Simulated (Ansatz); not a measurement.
A run of Ansatz 0.2.0 is set up as follows.

The input input.yaml:

```yaml
crystal:
  lattice:
    - [4.613777, 0.0, 0.0]
    - [0.0, 9.563279, 0.0]
    - [0.0, 0.0, 3.119862]
  atoms:
    - { symbol: Al, position: [0.982975, 0.824573, 0.0] }
    - { symbol: Al, position: [0.017025, 0.175427, 0.0] }
    - { symbol: Al, position: [0.482975, 0.675427, 0.5] }
    - { symbol: Al, position: [0.517025, 0.324573, 0.5] }
    - { symbol: O, position: [0.5, 0.5, 0.5] }
    - { symbol: O, position: [0.123635, 0.75305, 0.5] }
    - { symbol: O, position: [0.376365, 0.25305, 0.0] }
    - { symbol: O, position: [0.623635, 0.74695, 0.0] }
    - { symbol: O, position: [0.0, 0.0, 0.0] }
    - { symbol: O, position: [0.876365, 0.24695, 0.5] }
hamiltonian:
  xc: pbe
  pseudopotentials: { kind: paw }
kpoints:
  mp_grid: { grid: [6, 3, 9] }
scf:
  occupations: { method: fermi_dirac, width: 0.05 }
basis:
  ecutwfc: "250 eV"
output:
  forces: true
  stress: true
  eigenvalues: true
  write_density: true
  write_potential: true
  elf: true
  volumetric_format: npy
```

Potentials or basis: Ansatz PAW.

Run with:

```bash
$ ansatz run input.yaml --threads 4 --pin off --max-ram 11264MiB --backend cpu --events-out ev --progress --plain --runs-dir out
```

**Question.** Estimate the band gap on the k mesh.

**Answer.** 3.28 eV, direct.

**Question.** Predict the largest force.

**Answer.** 0.163 eV/Å.

**Question.** Estimate the pressure.

**Answer.** 2.0 GPa.

Stress tensor (GPa, compression positive):
```
2.38 0.00 0.00
0.00 3.41 0.00
0.00 0.00 0.23
```

Caveat: odd divisions of the mesh miss points on the zone boundary, where band edges often lie, so the gap on the mesh can be too wide; the pressure holds a Pulay correction of +59.6 GPa for the finite cutoff; the cutoff lies under the one recommended for these potentials. A k mesh can miss the band edges.
